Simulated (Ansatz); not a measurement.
Theory: Ansatz 0.2.0, DFT PBE, scalar-relativistic, plane waves, PAW. All cells share a 420 eV cutoff and Γ-centred k meshes spaced at most about 0.3 Å⁻¹ (about 0.25 or finer for metals, 2π included). No spin polarisation.

Each guess is relaxed in cell and atoms at zero pressure, on a coarse mesh first where it starts far from rest and then on a converged one. The steps can't lower the symmetry of the start, but it can rise. Energies are static (0 K, no zero-point motion).

Two unrelaxed guesses for Mg3Te2:

A.

```xyz
5
Lattice="3.7824 0.0000 0.0000 0.0000 3.7824 0.0000 0.0000 0.0000 7.7315" Properties=species:S:1:pos:R:3 pbc="T T T"
Mg    0.0000    1.8912    2.8239
Mg    1.8912    0.0000    4.9076
Mg    1.8912    1.8912    0.0000
Te    1.8912    0.0000    2.0269
Te    0.0000    1.8912    5.7046
```

B.

```xyz
5
Lattice="4.2019 0.0000 0.0000 0.0000 4.2019 0.0000 0.0000 0.0000 6.1889" Properties=species:S:1:pos:R:3 pbc="T T T"
Mg    2.1010    0.0000    6.1485
Mg    0.0000    2.1010    6.1485
Mg    0.0000    0.0000    1.6843
Te    0.0000    0.0000    4.4630
Te    2.1010    2.1010    1.7936
```

Problem. Do they relax into the same structure? If not, which is lower?

Solution. No. B ends lower, by 32 meV/atom. A: P-4m2 at 22.1 Å³/atom → P-4m2 at 28.3 Å³/atom; B: P4mm at 21.9 Å³/atom → P4mm at 32.7 Å³/atom. Counting Te atoms around Mg (those within 1.25 times the shortest such distance or 1.15 times the sum of covalent radii, 1.27 where that leaves under three; a plus sign parts nearer from farther groups; a slash parts the counts of unlike sites), the end of A has Mg 4/5 and the end of B has Mg 4/1+4. End of A. Conventional cell: a = 4.331 Å, c = 7.534 Å. Mg on a site of symmetry 2mm has 5 Te at 2.98–3.10 Å and 2 Mg at 3.32 Å; Mg on a site of symmetry -4m2 is surrounded by 4 Te at 2.98 Å and 4 Mg at 3.32 Å; around Te lie 7 Mg at 2.98–3.10 Å. End of B. Conventional cell: a = 4.856 Å, c = 6.929 Å. Mg on a site of symmetry 2mm is surrounded by 4 Te at 2.88–2.97 Å and 6 Mg at 3.31–3.43 Å; Mg on a site of symmetry 4mm has 1 Te at 2.97 Å, 4 Mg at 3.31 Å and 4 Te at 3.50 Å; around Te on its first site lie 5 Mg at 2.97 Å; 1 more site not described.

Ends held by symmetry can be saddle points. Spin–orbit coupling, which can matter for Te, is left out.
